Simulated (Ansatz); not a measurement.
Runs of Ansatz 0.2.0 on Bi. The structure is cubic, space group Im-3m (No. 229). Conventional cell: a = 3.963 Å, b = 3.963 Å, c = 3.963 Å, α = 90.00°, β = 90.00°, γ = 90.00°. Bi (site symmetry m-3m) has 8 Bi at 3.43 Å as nearest neighbours. This isn't the form of Bi at room conditions, which is rhombohedral.

```tsv
task	level	spin	cell	k mesh	points for each segment of the path	gap on the mesh (eV)	pressure (GPa)	relaxed volume (Å³/atom)
relaxation of cell and atoms	HSE03	off	relaxed	5 × 5 × 5	-	none	0.0	30.27
band structure	HSEsol	off	as given	5 × 5 × 5	4	none	(a)	-
single point	PBE0	off	as given	5 × 5 × 5	-	none	(b)	-
relaxation of cell and atoms	HF	off	relaxed	5 × 5 × 5	-	none	0.0	31.79
single point	HSE06	SOC, no magnetisation	as given	4 × 4 × 4	-	none	1.4	-
```

Alike in all rows: potentials or basis Ansatz PAW; cutoff (eV) 420; smearing fermi-dirac 0.05 eV; the mesh is coarse, so values aren't converged.

Fill in the values left out.

(a) -3.0; (b) -0.8.

Caveats: all runs use coarse meshes; the PAW data sets come from PBE, with cores solved anew for the run's functional, which leaves a small shift of forces and pressure; spin-orbit coupling is left out, which moves the levels of the heavy elements (some runs); the thresholds are loose for stress (some runs); the plane-wave basis is chosen anew once the cell has moved, so the energies of steps on either side of that aren't comparable (some runs).

A k mesh can miss the band edges, and rows without SOC leave out spin-orbit coupling on Bi.

A gap of «none» marks a metal or a gap under the smearing width.
